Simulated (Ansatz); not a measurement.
**TiO: convergence and cost**

The task, for TiO: test the occupation rule and width.

Method: DFT PBEsol, scalar-relativistic, plane waves, PAW, in Ansatz 0.2.0.

1 further run of the same task is left out (set aside as unsound or not needed). Runs told in other sessions of the task aren't counted.

### 1 The system as given

The structure is hexagonal, space group P-62m (No. 189). The conventional cell has a = 4.989 Å, b = 4.989 Å, c = 2.873 Å, α = 90.00°, β = 90.00°, γ = 120.00°. Ti (site symmetry -6) has 6 O at 2.10 Å in its first shell of neighbours. Ti (site symmetry -62m) is surrounded by 3 O at 1.97 Å. Around O (site symmetry m2m) lie 5 Ti at 1.97 to 2.10 Å.

Coordinates:

```
CELL_PARAMETERS angstrom
4.98909 0.00000 0.00000
-2.49454 4.32068 0.00000
0.00000 0.00000 2.87331
ATOMIC_POSITIONS crystal
Ti 0.66667 0.33333 0.50000
Ti 0.33333 0.66667 0.50000
Ti 0.00000 0.00000 0.00000
O 0.60556 0.60556 0.00000
O 0.39444 0.00000 0.00000
O 0.00000 0.39444 0.00000
```

Source of the structure: the Materials Project (structure only). It is taken as it stands there.

### 2 The base run, which the others are set against

Contents of input.yaml:

```yaml
crystal:
  lattice:
    - [4.989087772, 0.0, 0.0]
    - [-2.494543886, 4.3206767523, 0.0]
    - [0.0, 0.0, 2.87331344]
  atoms:
    - { symbol: Ti, position: [0.66666667, 0.33333333, 0.5] }
    - { symbol: Ti, position: [0.33333333, 0.66666667, 0.5] }
    - { symbol: Ti, position: [0.0, 0.0, 0.0] }
    - { symbol: O, position: [0.60555924, 0.60555924, 0.0] }
    - { symbol: O, position: [0.39444076, 0.0, 0.0] }
    - { symbol: O, position: [0.0, 0.39444076, 0.0] }
basis:
  ecutwfc: 420
kpoints:
  mp_grid: { grid: [12, 12, 12] }
hamiltonian:
  xc: pbesol
scf:
  occupations: { method: gaussian, width: 0.1 }
output:
  forces: true
  stress: true
  eigenvalues: true
  populations: true
```

Its results, from an earlier run: -1518.8002 eV/atom at zero smearing, pressure -5.76 GPa, largest force 0.030 eV/Å, no gap on the mesh, in 7 SCF cycles and 56 s.

### 3 Occupation rule and width: Gaussian 0.01 eV

Contents of input.yaml:

```yaml
crystal:
  lattice:
    - [4.989087772, 0.0, 0.0]
    - [-2.494543886, 4.3206767523, 0.0]
    - [0.0, 0.0, 2.87331344]
  atoms:
    - { symbol: Ti, position: [0.6666666667, 0.3333333333, 0.5] }
    - { symbol: Ti, position: [0.3333333333, 0.6666666667, 0.5] }
    - { symbol: Ti, position: [0.0, 0.0, 0.0] }
    - { symbol: O, position: [0.60555924, 0.60555924, 0.0] }
    - { symbol: O, position: [0.39444076, 0.0, 0.0] }
    - { symbol: O, position: [0.0, 0.39444076, 0.0] }
basis:
  ecutwfc: 420
kpoints:
  mp_grid: { grid: [12, 12, 12] }
hamiltonian:
  xc: pbesol
scf:
  occupations: { method: gaussian, width: 0.01 }
output:
  forces: true
  stress: true
  eigenvalues: true
```

The run is started by

```console
> ansatz run input.yaml --threads 1 --pin off --max-ram 2560MiB --backend cpu --events-out ev --progress --plain --runs-dir out
```

### 4 Occupation rule and width set to Gaussian 0.02 eV

input.yaml, as its differences from that of step 3:

```diff
@@ -19,3 +19,3 @@
 scf:
-  occupations: { method: gaussian, width: 0.01 }
+  occupations: { method: gaussian, width: 0.02 }
 output:
```

### 5 Occupation rule and width: Gaussian 0.3 eV

input.yaml, as its differences from that of step 4:

```diff
@@ -19,3 +19,3 @@
 scf:
-  occupations: { method: gaussian, width: 0.02 }
+  occupations: { method: gaussian, width: 0.3 }
 output:
```

### 6 Occupation rule and width set to Fermi–Dirac 0.02 eV

input.yaml, as its differences from that of step 5:

```diff
@@ -19,3 +19,3 @@
 scf:
-  occupations: { method: gaussian, width: 0.3 }
+  occupations: { method: fermi_dirac, width: 0.02 }
 output:
```

### 7 Occupation rule and width: Fermi–Dirac 0.2 eV

input.yaml, as its differences from that of step 6:

```diff
@@ -19,3 +19,3 @@
 scf:
-  occupations: { method: fermi_dirac, width: 0.02 }
+  occupations: { method: fermi_dirac, width: 0.2 }
 output:
```

### 8 Occupation rule and width set to Fermi–Dirac 0.3 eV

input.yaml, as its differences from that of step 7:

```diff
@@ -19,3 +19,3 @@
 scf:
-  occupations: { method: fermi_dirac, width: 0.2 }
+  occupations: { method: fermi_dirac, width: 0.3 }
 output:
```

### 9 Occupation rule and width: Methfessel–Paxton 0.02 eV

input.yaml, as its differences from that of step 8:

```diff
@@ -19,3 +19,3 @@
 scf:
-  occupations: { method: fermi_dirac, width: 0.3 }
+  occupations: { method: methfessel_paxton, width: 0.02 }
 output:
```

### 10 Occupation rule and width: Methfessel–Paxton 0.3 eV

input.yaml, as its differences from that of step 9:

```diff
@@ -19,3 +19,3 @@
 scf:
-  occupations: { method: methfessel_paxton, width: 0.02 }
+  occupations: { method: methfessel_paxton, width: 0.3 }
 output:
```

### 11 Occupation rule and width: cold 0.01 eV

input.yaml, as its differences from that of step 10:

```diff
@@ -19,3 +19,3 @@
 scf:
-  occupations: { method: methfessel_paxton, width: 0.3 }
+  occupations: { method: cold, width: 0.01 }
 output:
```

### 12 Occupation rule and width: cold 0.02 eV

input.yaml, as its differences from that of step 11:

```diff
@@ -19,3 +19,3 @@
 scf:
-  occupations: { method: cold, width: 0.01 }
+  occupations: { method: cold, width: 0.02 }
 output:
```

### 13 Occupation rule and width: cold 0.05 eV

input.yaml, as its differences from that of step 12:

```diff
@@ -19,3 +19,3 @@
 scf:
-  occupations: { method: cold, width: 0.02 }
+  occupations: { method: cold, width: 0.05 }
 output:
```

### 14 Occupation rule and width set to tetrahedron

input.yaml, as its differences from that of step 13:

```diff
@@ -19,3 +19,3 @@
 scf:
-  occupations: { method: cold, width: 0.05 }
+  occupations: { method: tetrahedron }
 output:
```

(Steps that only read results are left out.)

What results come out of these runs, taken together? Wanted: largest energy shift, occupation rule and width.

**Answer**, as computed:

```
                                       quantity                             value
largest energy shift, occupation rule and width  13.8 meV/atom at Fermi–Dirac 0.3
```

What this shows: Smearing shifts the free energy by as much as 39.2 meV/atom (Fermi–Dirac 0.3); extrapolating to zero width leaves 13.8 at most. In a metal, forces and stress under tetrahedra need not match the slope of their energy. The final runs have no spin polarisation, so a magnetic state may lie lower.
